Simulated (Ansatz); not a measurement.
**The perfect armchair graphene nanoribbon (N = 16, H edges)**

Aim: is the armchair graphene nanoribbon (N = 16, H edges) a metal or a semiconductor?

Calculated with Ansatz 0.2.0; DFT PBE, plane waves, PAW; relaxation of a wire's period, in the first sound run; inputs show where later runs differ.

## 1. Starting point

The cell holds 36 atoms: 32 C and 4 H. Its edges and angles: a = 27.300 Å, b = 7.000 Å, c = 4.260 Å, α = 90.0°, β = 90.0°, γ = 90.0°. Vacuum lies along a and b. The structure's axis is c.

## 2. Relaxation of atoms and period

Band widths follow the bond lengths, so the wire is relaxed first. The atoms and the third cell vector are free; the box across stays fixed as vacuum. A Fermi-Dirac smearing is set since the result may be a metal. The pressure printed is a third of the stress's trace over the whole box, vacuum included; only the stress along the axis is relaxed.

input.yaml reads:

```yaml
crystal:
  lattice:
    - [27.3, 0.0, 0.0]
    - [0.0, 7.0, 0.0]
    - [0.0, 0.0, 4.26]
  atoms:
    - { symbol: C, position: [0.162148248, 0.5, 0.0] }
    - { symbol: C, position: [0.252240268, 0.5, 0.0] }
    - { symbol: C, position: [0.342332288, 0.5, 0.0] }
    - { symbol: C, position: [0.432424309, 0.5, 0.0] }
    - { symbol: C, position: [0.522516329, 0.5, 0.0] }
    - { symbol: C, position: [0.612608349, 0.5, 0.0] }
    - { symbol: C, position: [0.702700369, 0.5, 0.0] }
    - { symbol: C, position: [0.792792389, 0.5, 0.0] }
    - { symbol: C, position: [0.162148248, 0.5, 0.333333333] }
    - { symbol: C, position: [0.252240268, 0.5, 0.333333333] }
    - { symbol: C, position: [0.342332288, 0.5, 0.333333333] }
    - { symbol: C, position: [0.432424309, 0.5, 0.333333333] }
    - { symbol: C, position: [0.522516329, 0.5, 0.333333333] }
    - { symbol: C, position: [0.612608349, 0.5, 0.333333333] }
    - { symbol: C, position: [0.702700369, 0.5, 0.333333333] }
    - { symbol: C, position: [0.792792389, 0.5, 0.333333333] }
    - { symbol: H, position: [0.871781519, 0.5, 0.374413146] }
    - { symbol: H, position: [0.128205128, 0.5, 0.458920188] }
    - { symbol: C, position: [0.207194258, 0.5, 0.5] }
    - { symbol: C, position: [0.297286278, 0.5, 0.5] }
    - { symbol: C, position: [0.387378298, 0.5, 0.5] }
    - { symbol: C, position: [0.477470319, 0.5, 0.5] }
    - { symbol: C, position: [0.567562339, 0.5, 0.5] }
    - { symbol: C, position: [0.657654359, 0.5, 0.5] }
    - { symbol: C, position: [0.747746379, 0.5, 0.5] }
    - { symbol: C, position: [0.837838399, 0.5, 0.5] }
    - { symbol: C, position: [0.207194258, 0.5, 0.833333333] }
    - { symbol: C, position: [0.297286278, 0.5, 0.833333333] }
    - { symbol: C, position: [0.387378298, 0.5, 0.833333333] }
    - { symbol: C, position: [0.477470319, 0.5, 0.833333333] }
    - { symbol: C, position: [0.567562339, 0.5, 0.833333333] }
    - { symbol: C, position: [0.657654359, 0.5, 0.833333333] }
    - { symbol: C, position: [0.747746379, 0.5, 0.833333333] }
    - { symbol: C, position: [0.837838399, 0.5, 0.833333333] }
    - { symbol: H, position: [0.128205128, 0.5, 0.874413146] }
    - { symbol: H, position: [0.871781519, 0.5, 0.958920188] }
kpoints:
  mp_grid: { grid: [1, 1, 19] }
scf:
  occupations: { method: fermi_dirac, width: 0.05 }
hamiltonian:
  xc: pbe
relax:
  cell: { fix: [a, b, alpha, beta, gamma] }
  max_steps: 45
  f_tol: 0.03
```

On the command line:

```bash
> ansatz run input.yaml --threads 4 --pin off --max-ram 16384MiB --backend cpu --events-out ev --progress --plain --runs-dir out
```

Numbers of over 12 decimals in the logs are rounded to 6 here.

The program printed:

```text
Engine: ansatz 0.2.0, aarch64-unknown-linux-gnu
Pseudopotentials: kind: paw
Pseudopotential: C, paw, valence charge 4, recommended cutoff 420 eV (normal), C.paw.azcp
Pseudopotential: H, paw, valence charge 1, recommended cutoff 420 eV (normal), H.paw.azcp
Functional definition: PBE
  parameter kappa = 0.804
  parameter beta = 0.066725
  exchange = pbe_x(kappa = kappa, mu = beta*pi^2/3)
  correlation = pbe_c(beta = beta)
Crystal: 36 atoms, lattice volume = 814.086 Å³
Basis set: ecut = 420 eV, 15919 PW (Γ), exchange–correlation on 384×96×60 points (8 copies of the dense FFT grid, shifted against one another)
Bands: 102, of which v1, the nominal top of the filled ones, is band 66 counted from 1 (65 counted from 0)
Symmetry: 8 space group operations
Space group: Pmma (ITA 51), of the structure as read, at distance tolerance 9.3e-5 Å
k-points: 10 of 19
Non-local potential: C, projectors of the file, l = 0: 2, l = 1: 2, l = 2: 1
Non-local potential: H, projectors of the file, l = 0: 2, l = 1: 1
PAW form: soft (Blöchl's): semilocal exchange-correlation on the pseudo side does not see the compensation charge
PAW one-centre angular grid: C, 110 points (default); XC on 64 Gauss nodes
PAW one-centre angular grid: H, 110 points (default); XC on 64 Gauss nodes
Initial density: superposition of atomic densities (neutral atoms: chi_scale 0, normalization atom), corrected by the library's trained network
Initial wavefunctions: pseudopotential atomic-orbital guess
Functional: x = pbe(κ = 0.804, μ = 0.219515), c = pbe(β = 0.066725)
SCF iter   1: F=—  HF=-8093.146102 eV  |F-HF|=—  |Δ(HF+E_count)|=         —  Δρ=2.59e-3  dr2=1.57e-1  ethr=1.77e-3  ⟨swp⟩=10.0  Hψ=5986  notcnv=0  defer=195
preconditioner: auto → Resta (q_TF=auto, 2.015 Å⁻¹)  ε∞=2.1  [insulator: Δε(μ)=0.686 eV  Ē_g=14.520 eV  σ=0.050 eV  W_gap=1.00  n_scr=118 (ndim 8)  ℏωp=15.0 eV  f_vac=0.577  D(μ)=0.01/eV (n_scr^D=0)  ε∞_Penn≈2.1  vacuum switching on, ρ_ref=1.5e-2 e/Å³]
SCF iter   2: F=—  HF=-8093.131588 eV  |F-HF|=—  |Δ(HF+E_count)|=   1.45e-2  Δρ=2.01e-3  dr2=1.14e-1  ethr=1.19e-4  ⟨swp⟩=2.0  Hψ=1596  notcnv=0  defer=283
SCF iter   3: F=—  HF=-8093.118621 eV  |F-HF|=—  |Δ(HF+E_count)|=   1.30e-2  Δρ=1.09e-3  dr2=2.83e-2  ethr=8.60e-5  ⟨swp⟩=2.0  Hψ=1108  notcnv=0  defer=283
SCF iter   4: F=—  HF=-8093.115336 eV  |F-HF|=—  |Δ(HF+E_count)|=   3.28e-3  Δρ=5.47e-4  dr2=4.47e-3  ethr=2.14e-5  ⟨swp⟩=1.6  Hψ=1146  notcnv=0  defer=285
SCF iter   5: F=—  HF=-8093.115995 eV  |F-HF|=—  |Δ(HF+E_count)|=   6.59e-4  Δρ=1.92e-4  dr2=2.33e-4  ethr=3.39e-6  ⟨swp⟩=2.4  Hψ=1517  notcnv=0  defer=290
SCF iter   6: F=—  HF=-8093.116453 eV  |F-HF|=—  |Δ(HF+E_count)|=   4.58e-4  Δρ=7.63e-5  dr2=4.13e-5  ethr=1.77e-7  ⟨swp⟩=2.0  Hψ=1226  notcnv=0  defer=290
SCF iter   7: F=—  HF=-8093.117028 eV  |F-HF|=—  |Δ(HF+E_count)|=   5.75e-4  Δρ=1.92e-5  dr2=3.82e-6  ethr=3.13e-8  ⟨swp⟩=2.3  Hψ=1302  notcnv=0  defer=290
SCF iter   8: F=—  HF=-8093.117028 eV  |F-HF|=—  |Δ(HF+E_count)|=   9.46e-8  Δρ=6.12e-6  dr2=2.19e-7  ethr=2.90e-9  ⟨swp⟩=2.0  Hψ=1201  notcnv=0  defer=290
SCF iter   9: F=-8093.117029 eV  HF=-8093.117029 eV  |F-HF|=1.62e-7  |Δ(HF+E_count)|=   9.87e-7  Δρ=2.32e-6  dr2=3.80e-8  ethr=7.58e-11  ⟨swp⟩=4.1  Hψ=3035  notcnv=0
SCF 1 converged in 9 iterations: F = -8093.117029 eV  dr2 = 3.80e-8
  greatest PAW one-centre occupation: 0.674 electrons in one spin orbital (limit 2), on the C atom at site 32 (counted from 0), in its partial waves of l = 0
relax step   1: F+E_penalty+E_count = -8093.11702920 eV  Δ(F+E_penalty+E_count) = +0.000e0 eV  max|allowed force component| = 2.389e0 eV/Å  Δτ_max = 0.0000 Å  P = +0.752 GPa  Ω = 814.086 Å³  fix = [a, b, alpha, beta, gamma]  reactions: a +0.922, b +0.118 GPa  (9 SCF iters, dr2 threshold 1.00e-7 eV, accepted)
Crystal: 36 atoms, lattice volume = 817.779 Å³
Basis set: ecut = 420 eV, 16019 PW (Γ), exchange–correlation on 384×96×60 points (8 copies of the dense FFT grid, shifted against one another)
Initial density: handed on by an earlier stage of this run
Initial wavefunctions: those handed on with the density
iter 1 solved again at ethr=6.32e-5 eV; its pass at ethr=3.10e-3 eV (dr2=8.34e-2 eV) is discarded
SCF iter   1: F=—  HF=-8093.336840 eV  |F-HF|=—  |Δ(HF+E_count)|=         —  Δρ=3.62e-3  dr2=8.35e-2  ethr=6.32e-5  ⟨swp⟩=6.4  Hψ=4384  notcnv=0  defer=3
preconditioner: auto → Resta (q_TF=auto, 2.013 Å⁻¹)  ε∞=2.1  [insulator: Δε(μ)=0.694 eV  Ē_g=14.181 eV  σ=0.050 eV  W_gap=1.00  n_scr=118 (ndim 8)  ℏωp=14.9 eV  f_vac=0.582  D(μ)=0.00/eV (n_scr^D=0)  ε∞_Penn≈2.1  vacuum switching on, ρ_ref=1.5e-2 e/Å³]
SCF iter   2: F=—  HF=-8093.319204 eV  |F-HF|=—  |Δ(HF+E_count)|=   1.76e-2  Δρ=1.55e-3  dr2=2.39e-2  ethr=6.32e-5  ⟨swp⟩=3.9  Hψ=2018  notcnv=0  defer=1
SCF iter   3: F=—  HF=-8093.319394 eV  |F-HF|=—  |Δ(HF+E_count)|=   1.90e-4  Δρ=9.11e-4  dr2=2.75e-2  ethr=1.81e-5  ⟨swp⟩=3.2  Hψ=1845  notcnv=0  defer=21
SCF iter   4: F=—  HF=-8093.315780 eV  |F-HF|=—  |Δ(HF+E_count)|=   3.61e-3  Δρ=3.53e-4  dr2=1.37e-3  ethr=1.81e-5  ⟨swp⟩=2.1  Hψ=1193  notcnv=0  defer=30
SCF iter   5: F=—  HF=-8093.316214 eV  |F-HF|=—  |Δ(HF+E_count)|=   4.34e-4  Δρ=1.34e-4  dr2=9.97e-5  ethr=1.04e-6  ⟨swp⟩=2.0  Hψ=1297  notcnv=0  defer=28
SCF iter   6: F=—  HF=-8093.316226 eV  |F-HF|=—  |Δ(HF+E_count)|=   1.18e-5  Δρ=4.63e-5  dr2=1.43e-5  ethr=7.56e-8  ⟨swp⟩=2.0  Hψ=1161  notcnv=0  defer=29
SCF iter   7: F=-8093.316229 eV  HF=-8093.316229 eV  |F-HF|=1.93e-7  |Δ(HF+E_count)|=   2.74e-6  Δρ=1.25e-5  dr2=1.05e-6  ethr=2.73e-9  ⟨swp⟩=4.7  Hψ=3154  notcnv=0
SCF 2 converged in 7 iterations: F = -8093.316229 eV  dr2 = 1.05e-6
  greatest PAW one-centre occupation: 0.676 electrons in one spin orbital (limit 2), on the C atom at site 33 (counted from 0), in its partial waves of l = 0
relax step   2: F+E_penalty+E_count = -8093.31622918 eV  Δ(F+E_penalty+E_count) = -1.992e-1 eV  max|allowed force component| = 7.359e-1 eV/Å  Δτ_max = 0.0443 Å  P = +0.243 GPa  Ω = 817.779 Å³  energy of the carried Pulay correction = -4.572e-3 eV  fix = [a, b, alpha, beta, gamma]  reactions: a +0.426, b +0.112 GPa  (7 SCF iters, dr2 threshold 3.60e-6 eV, accepted)
Crystal: 36 atoms, lattice volume = 818.556 Å³
iter 1 solved again at ethr=1.24e-5 eV; its pass at ethr=3.10e-3 eV (dr2=1.64e-2 eV) is discarded
SCF iter   1: F=—  HF=-8093.337412 eV  |F-HF|=—  |Δ(HF+E_count)|=         —  Δρ=1.79e-3  dr2=1.64e-2  ethr=1.24e-5  ⟨swp⟩=4.1  Hψ=3993  notcnv=0  defer=1
[...]
preconditioner: auto → Resta (q_TF=auto, 2.013 Å⁻¹)  ε∞=2.1  [insulator: Δε(μ)=0.708 eV  Ē_g=14.193 eV  σ=0.050 eV  W_gap=1.00  n_scr=118 (ndim 8)  ℏωp=14.9 eV  f_vac=0.581  D(μ)=0.00/eV (n_scr^D=0)  ε∞_Penn≈2.1  vacuum switching on, ρ_ref=1.5e-2 e/Å³]
SCF iter   2: F=—  HF=-8093.339241 eV  |F-HF|=—  |Δ(HF+E_count)|=   9.74e-4  Δρ=1.80e-5  dr2=3.70e-7  ethr=7.45e-10  ⟨swp⟩=3.3  Hψ=2286  notcnv=0  defer=20
SCF iter   3: F=—  HF=-8093.339429 eV  |F-HF|=—  |Δ(HF+E_count)|=   1.88e-4  Δρ=7.27e-6  dr2=5.96e-7  ethr=2.80e-10  ⟨swp⟩=2.1  Hψ=1366  notcnv=0  defer=20
SCF iter   4: F=—  HF=-8093.339480 eV  |F-HF|=—  |Δ(HF+E_count)|=   5.11e-5  Δρ=1.09e-6  dr2=1.47e-8  ethr=2.80e-10  ⟨swp⟩=2.0  Hψ=1161  notcnv=0  defer=20
SCF iter   5: F=—  HF=-8093.339481 eV  |F-HF|=—  |Δ(HF+E_count)|=   7.40e-7  Δρ=4.03e-7  dr2=1.44e-9  ethr=1.12e-11  ⟨swp⟩=2.1  Hψ=1284  notcnv=0  defer=20
SCF iter   6: F=-8093.339481 eV  HF=-8093.339481 eV  |F-HF|=2.59e-9  |Δ(HF+E_count)|=   6.56e-9  Δρ=1.66e-7  dr2=2.16e-10  ethr=1.00e-12  ⟨swp⟩=5.0  Hψ=3151  notcnv=0
SCF 5 converged in 6 iterations: F = -8093.339481 eV  dr2 = 2.16e-10
relax step   5: F+E_penalty+E_count = -8093.33948117 eV  Δ(F+E_penalty+E_count) = -5.604e-3 eV  max|allowed force component| = 1.080e-2 eV/Å  Δτ_max = 0.0000 Å  P = +0.044 GPa  Ω = 818.669 Å³  fix = [a, b, alpha, beta, gamma]  reactions: a -0.003, b +0.134 GPa  stress off target by 1.67e-3 GPa on what of the cell is left free  SCF on the basis re-selected at this cell (its energy is not comparable with the rows above)  (6 SCF iters)
basis re-selected at this cell: Δ(F+E_penalty+E_count) = -5.604e-3 eV, ΔP = +0.009 GPa vs the last step (what re-selecting the basis moved, of the pressure what is left beyond the Pulay correction that the steps carried, after the strain that the cell walked since its last selection, with what the two solves' SCF thresholds leave and, on support functions, any second-order correction that the steps lacked; it is no m [...]
SCF converged after 6 iterations
Free energy (F): -8093.339481 eV
Harris-Foulkes:  -8093.339481 eV  (|F-HF|=2.59e-9)
Internal energy: -8093.339392 eV  (E = F + TS)
E sigma→0 (E₀):  -8093.339437 eV
Entropy (-TS):   -0.000089 eV (-0.002 meV/atom)
Fermi energy:    -0.084648 eV
--- Per-component energies (eV) ---
  E_band       = -1201.131335
  E_kinetic    = 2958.466912
  E_local      = -30082.834448  (includes V_loc(G=0)·N_el)
  E_nonlocal   = 880.380583
  E_hartree    = 13603.859173
  E_xc         = -1569.632010
  E_vxc        = -1944.607290  (∫ρ·V_xc dr)
  E_paw        = -3181.068055  (= ΣΔE_a)
  E_vpaw       = -220.251820  (= ΣTr[D̂ρ^β])
  E_aug_tail   = -0.005312  (compensation charges beyond the density's cutoff)
  E_ewald      = 9297.493767
  E_smearing   = -0.000089  (= −TS)
  E_closure    = -0.000000  (closes the sum)
  Σ components = -8093.339481   (vs F -8093.339481, Δ=0.00e0)
--- Forces (eV/Å), atoms counted from 1 ---
  atom   1  C     -0.00482014    -0.00000000     0.00991450
  atom   2  C     -0.00558257     0.00000000    -0.00320378
  atom   3  C      0.00254275     0.00000000    -0.00770747
  atom   4  C      0.00094274     0.00000000     0.00230016
  atom   5  C     -0.00338826     0.00000000    -0.00603577
  atom   6  C      0.00527208     0.00000000    -0.00547299
  atom   7  C     -0.00362418     0.00000000     0.00250462
  atom   8  C     -0.00300670    -0.00000000    -0.01080210
  atom   9  C     -0.00482014     0.00000000    -0.00991450
  atom  10  C     -0.00558257     0.00000000     0.00320378
  atom  11  C      0.00254275     0.00000000     0.00770747
  atom  12  C      0.00094274    -0.00000000    -0.00230016
  atom  13  C     -0.00338826    -0.00000000     0.00603577
  atom  14  C      0.00527208     0.00000000     0.00547299
  atom  15  C     -0.00362418    -0.00000000    -0.00250462
  atom  16  C     -0.00300670     0.00000000     0.01080210
  atom  17  H     -0.00451170    -0.00000000    -0.00238827
  atom  18  H      0.00451170     0.00000000     0.00238827
  atom  19  C      0.00300670    -0.00000000    -0.01080210
  atom  20  C      0.00362418     0.00000000     0.00250462
  atom  21  C     -0.00527208     0.00000000    -0.00547299
  atom  22  C      0.00338826     0.00000000    -0.00603577
  atom  23  C     -0.00094274     0.00000000     0.00230016
  atom  24  C     -0.00254275    -0.00000000    -0.00770747
  atom  25  C      0.00558257    -0.00000000    -0.00320378
  atom  26  C      0.00482014     0.00000000     0.00991450
  atom  27  C      0.00300670     0.00000000     0.01080210
  atom  28  C      0.00362418    -0.00000000    -0.00250462
  atom  29  C     -0.00527208    -0.00000000     0.00547299
  atom  30  C      0.00338826    -0.00000000     0.00603577
  atom  31  C     -0.00094274    -0.00000000    -0.00230016
  atom  32  C     -0.00254275    -0.00000000     0.00770747
  atom  33  C      0.00558257    -0.00000000     0.00320378
  atom  34  C      0.00482014     0.00000000    -0.00991450
  atom  35  H      0.00451170    -0.00000000    -0.00238827
  atom  36  H     -0.00451170     0.00000000     0.00238827
  max |Σ_I F_I| component: 3.47e-18 eV/Å
--- Stress (GPa, compression-positive) ---
       -0.003402       0.000000       0.000000
        0.000000       0.134162       0.000000
        0.000000       0.000000       0.001674
  P = ⅓ Tr σ = 0.0441 GPa (0.441 kbar)
--- Relaxed structure (4 steps of the walk, 4 accepted, 1 SCFs on fresh bases) ---
  F+E_penalty+E_count = -8093.33948117 eV   max|allowed force component| = 1.080e-2 eV/Å   (the final SCF, on the basis selected at the relaxed cell)
  cell:  # Å, volume = 818.6687 Å³
    - [27.3, 0.0, 0.0]
    - [0.0, 7.0, 0.0]
    - [0.0, 0.0, 4.283981]
  atoms:
    - { symbol: C, position: [0.162294, 0.500000, 0.00681429] }
    - { symbol: C, position: [0.251522, 0.500000, -0.000161154] }
    - { symbol: C, position: [0.341995, 0.500000, -0.000215157] }
    - { symbol: C, position: [0.432283, 0.500000, 0.000403487] }
    - { symbol: C, position: [0.522547, 0.500000, -3.29740352191454e-5] }
    - { symbol: C, position: [0.612925, 0.500000, 1.2937008679684138e-5] }
    - { symbol: C, position: [0.703130, 0.500000, 0.00071121] }
    - { symbol: C, position: [0.793550, 0.500000, -0.00105685] }
    - { symbol: C, position: [0.162294, 0.500000, 0.326519] }
    - { symbol: C, position: [0.251522, 0.500000, 0.333494] }
    - { symbol: C, position: [0.341995, 0.500000, 0.333548] }
    - { symbol: C, position: [0.432283, 0.500000, 0.332930] }
    - { symbol: C, position: [0.522547, 0.500000, 0.333366] }
    - { symbol: C, position: [0.612925, 0.500000, 0.333320] }
    - { symbol: C, position: [0.703130, 0.500000, 0.332622] }
    - { symbol: C, position: [0.793550, 0.500000, 0.334390] }
    - { symbol: H, position: [0.872788, 0.500000, 0.386626] }
    - { symbol: H, position: [0.127212, 0.500000, 0.446708] }
    - { symbol: C, position: [0.206450, 0.500000, 0.498943] }
    - { symbol: C, position: [0.296870, 0.500000, 0.500711] }
    - { symbol: C, position: [0.387075, 0.500000, 0.500013] }
    - { symbol: C, position: [0.477453, 0.500000, 0.499967] }
    - { symbol: C, position: [0.567717, 0.500000, 0.500403] }
    - { symbol: C, position: [0.658005, 0.500000, 0.499785] }
    - { symbol: C, position: [0.748478, 0.500000, 0.499839] }
    - { symbol: C, position: [0.837706, 0.500000, 0.506814] }
    - { symbol: C, position: [0.206450, 0.500000, 0.834390] }
    - { symbol: C, position: [0.296870, 0.500000, 0.832622] }
    - { symbol: C, position: [0.387075, 0.500000, 0.833320] }
    - { symbol: C, position: [0.477453, 0.500000, 0.833366] }
    - { symbol: C, position: [0.567717, 0.500000, 0.832930] }
    - { symbol: C, position: [0.658005, 0.500000, 0.833548] }
    - { symbol: C, position: [0.748478, 0.500000, 0.833494] }
    - { symbol: C, position: [0.837706, 0.500000, 0.826519] }
    - { symbol: H, position: [0.127212, 0.500000, 0.886626] }
    - { symbol: H, position: [0.872788, 0.500000, 0.946708] }
```

Run time: 82 s. Hardware: 4 threads of Arm Neoverse V1, shared host; peak memory 2.4 GiB; 5.4 min of CPU time.

Step by step:

| step | energy less that of the first step (eV) | largest force component (eV/Å) | pressure (GPa) | volume (Å³) |
| --- | --- | --- | --- | --- |
| 1 | 0.0000 | 2.3889 | 0.75 | 814.09 |
| 2 | -0.1992 | 0.7359 | 0.24 | 817.78 |
| 3 | -0.2167 | 0.0604 | 0.07 | 818.56 |
| 4 | -0.2168 | 0.0104 | 0.03 | 818.67 |
| 5* | -0.2225 | 0.0108 | 0.04 | 818.67 |

Relaxation steps marked * repeat the geometry before them on a plane-wave basis chosen anew for their cell, so energy and pressure can jump there.

The run keeps the 8 symmetry operations that it works with, so distortions that break them were not tested.

| cell as run | before | after | change |
| --- | --- | --- | --- |
| c (Å) | 4.260 | 4.284 | +0.6 % |

The atoms that moved most (Å, along periodic axes as changes of fractional coordinates times the final cell, across vacuum about the mean position):

| atom | dx | dy | dz | length |
| --- | --- | --- | --- | --- |
| H36 | 0.027 | 0.000 | -0.052 | 0.059 |
| H18 | -0.027 | 0.000 | -0.052 | 0.059 |
| H17 | 0.027 | 0.000 | 0.052 | 0.059 |
| H35 | -0.027 | 0.000 | 0.052 | 0.059 |
| C1 | 0.004 | 0.000 | 0.029 | 0.029 |
| C9 | 0.004 | 0.000 | -0.029 | 0.029 |
| C26 | -0.004 | 0.000 | 0.029 | 0.029 |
| C34 | -0.004 | 0.000 | -0.029 | 0.029 |

This step gave:

- cell length along the wire: 4.284 Å

The cell's length comes to 4.284 Å with spin left out.

(Continued in part 2 of 3.)

[Logs are printed without paths, hosts, clocks, repeated set-up lines and the standing remarks that a program may print on its own settings, such as how far it seeks lower states.]

[Hosts, paths, dates, database ids (printed as entryN), source tags and the programs' standing remarks are cut or masked in the printed files.]
